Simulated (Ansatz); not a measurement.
We consider rutile GeO2, described by r²SCAN+SOC in Ansatz (PAW).

Run with plane-wave cutoff 560 eV, 8×8×12 k mesh (along the axes of the cell as run), Fermi–Dirac smearing 0.01 eV, PAW data made under PBE.

Cell (measured lattice):

```
CELL_PARAMETERS angstrom
      4.39700     0.00000     0.00000
      0.00000     4.39700     0.00000
      0.00000     0.00000     2.86300
ATOMIC_POSITIONS crystal
  Ge 0.00000 0.00000 0.00000
  Ge 0.50000 0.50000 0.50000
  O  0.30562 0.30562 0.00000
  O  0.80562 0.19438 0.50000
  O  0.19438 0.80562 0.50000
  O  0.69438 0.69438 0.00000
```

### Question
Estimate the band gap that the calculation returns.

### Answer

- band gap: 2.63 eV (direct)

Measured, for comparison: band gap 4.68 eV (temperature not stated, no zero-point or thermal correction, direct (forbidden), UV absorption; as tabulated in Mengle et al. (2019), arXiv:1905.10301). Computed (rounded) less measured: band gap -2.05 eV.

Note: cell and atoms aren't relaxed at this level (pressure 2.2 GPa).

Computed values are for the static lattice.

It cost very roughly 5 core-minutes of CPU time.

Ansatz is an electronic-structure program.
